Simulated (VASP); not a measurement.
Data:

```
CELL_PARAMETERS angstrom
      0.00000     2.93332     2.93332
      2.93332     0.00000     2.93332
      2.93332     2.93332     0.00000
ATOMIC_POSITIONS crystal
  Sr 0.00000 0.00000 0.00000
  F  0.25000 0.25000 0.25000
  F  0.75000 0.75000 0.75000
```

Method: PBE GGA, VASP's PBE PAW potentials (set 64) (plane waves; VASP). Settings: 600 eV cut-off, 6×6×6 Γ-centred mesh, Gaussian smearing of 0.050 eV, potentials Sr_sv F.

Energy and stress use the plane-wave basis of the starting cell.

Task: The ions, cell shape and volume at an external pressure of 15.0 GPa are relaxed. What does this cell relax into?

Result: 
```
CELL_PARAMETERS angstrom
      0.00000     2.78022     2.78022
      2.78022     0.00000     2.78022
      2.78022     2.78022     0.00000
ATOMIC_POSITIONS crystal
  Sr 0.00000 0.00000 0.00000
  F  0.25000 0.25000 0.25000
  F  0.75000 0.75000 0.75000
```
Space group Fm-3m (225), at a tolerance of 0.03 Å.

Task: How do energy and volume change from the first to the last step?

Result: The energy (σ→0) changes by +98.2 meV/atom and the volume by -14.9 %, in 3 ionic steps.

```tsv
step	E(σ→0) (eV)	max force (eV/Å)	pressure (GPa)	volume (Å³)
1	-17.0762	0.000	-0.17	50.48
2	-16.3623	0.000	27.01	39.71
3	-16.7816	0.000	14.92	42.98
```

The compound is SrF2 in the fluorite structure. This run relaxes it under an external pressure of 15 GPa. Symmetry was kept, so distortions that lower it aren't found.
